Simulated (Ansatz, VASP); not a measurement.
# HgTe in VASP and in Ansatz

INCAR

```
ALGO = Normal
EDIFF = 1E-7
ENCUT = 520
GGA = PE
ISIF = 2
ISMEAR = -1
LASPH = True
LCHARG = False
LREAL = False
LWAVE = False
NBANDS = 16
NELM = 100
PREC = Accurate
SIGMA = 0.03
```

KPOINTS

```
k-points
0
Gamma
  11 11 11
```

The input POSCAR:

```
HgTe
1.0
    0.0000000000      3.1590300000      3.2235000000
    3.1590300000      0.0000000000      3.2235000000
    3.1590300000      3.1590300000      0.0000000000
Hg Te
1 1
Direct
    0.0000000000      0.0000000000      0.0000000000
    0.7500000000      0.7500000000      0.7500000000
```

Input for Ansatz:

```yaml
crystal:
  lattice:
    - [0.0, 3.15903, 3.2235]
    - [3.15903, 0.0, 3.2235]
    - [3.15903, 3.15903, 0.0]
  atoms:
    - { symbol: Hg, position: [0.0, 0.0, 0.0] }
    - { symbol: Te, position: [0.75, 0.75, 0.75] }
kpoints:
  mp_grid: { grid: [11, 11, 11] }
  band_path:
    path:
      - [0.0, 0.0, 0.0]
      - [0.5, 0.0, 0.5]
      - [0.75, 0.25, 0.5]
      - [0.5, 0.5, 0.5]
      - [0.0, 0.0, 0.0]
      - [0.5, 0.5, 0.0]
      - [0.62995, 0.62995, 0.2599]
      - [0.37005, 0.37005, 0.7401]
      - [0.0, 0.0, 0.0]
    npoints: 5
scf:
  occupations: { method: fermi_dirac, width: 0.03 }
hamiltonian:
  xc: pbe
  pseudopotentials: { kind: all_electron, lapw: { basis_error: 0.0005 } }
output:
  forces: true
  stress: true
  eigenvalues: true
```

Change from the starting cell: equal xx and yy strain of -2 %.

Alike in both runs: task single point; functional PBE; k mesh 11 × 11 × 11; occupations fermi-dirac, width 0.03 eV; no spin polarisation.

```csv
,VASP,Ansatz
version,VASP 6.6.1,Ansatz 0.2.0
potentials or method,"VASP PAW PBE potentials, release 64 (Hg, Te)","all-electron LAPW, scalar-relativistic"
plane-wave cutoff (eV),520,see its input
```

|  | VASP | Ansatz | Ansatz less VASP |
| --- | --- | --- | --- |
| pressure (GPa) | 6.6 | 6.5 | -0.10 |
| largest component of the traceless stress (GPa) | 0.14 | 0.14 | -0.001 |

Ansatz ran all-electron here, so the differences hold the error of VASP's frozen core and of both bases.

The runs have no spin-orbit coupling, so splittings on Hg, Te are missing.
